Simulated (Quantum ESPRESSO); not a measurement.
## Os: zone-centre phonons under several settings

```
Os
1.0
     2.73410    0.00000    0.00000
    -1.36705    2.36780    0.00000
     0.00000    0.00000    4.31970
Os
2
Direct
  0.66667 0.33333 0.75000
  0.33333 0.66667 0.25000
```

All runs used Quantum ESPRESSO 7.5; k mesh 11 × 11 × 6; no spin polarisation; cutoff 1007 eV.

```csv
level,potentials,geometry,occupations,volume (Å³/atom),pressure (GPa),lowest optical mode without the field (cm⁻¹),highest optical mode without the field (cm⁻¹)
LDA,PseudoDojo 0.4.1 SR LDA standard,"given cell, atoms relaxed","methfessel-paxton, width 0.2 eV",13.98,-9.6,147,212
PBE+D2,PseudoDojo 0.4.1 SR PBE standard,relaxed cell,"methfessel-paxton, width 0.2 eV",?,0.0,?,?
rPW86PBE+rVV10,PseudoDojo 0.4.1 SR PBE standard,relaxed cell,"cold, width 0.136 eV",14.57,0.0,137,210
```

Question: What stands in the row left open?

Answer: Volume 13.21 Å³/atom; lowest optical mode without the field 172 cm⁻¹; highest optical mode without the field 265 cm⁻¹.

Caveats: the mesh is thin for the phonons of a metal; pairwise dispersion overbinds metals, which lowers pressure and volume (some runs); the cell is more than 3 GPa from zero pressure, which shifts response properties (some runs); the potentials were made for another functional, which shifts forces and pressure (some runs).

For the row left open. Caveat: the mesh is thin for the phonons of a metal; pairwise dispersion overbinds metals, which lowers pressure and volume.
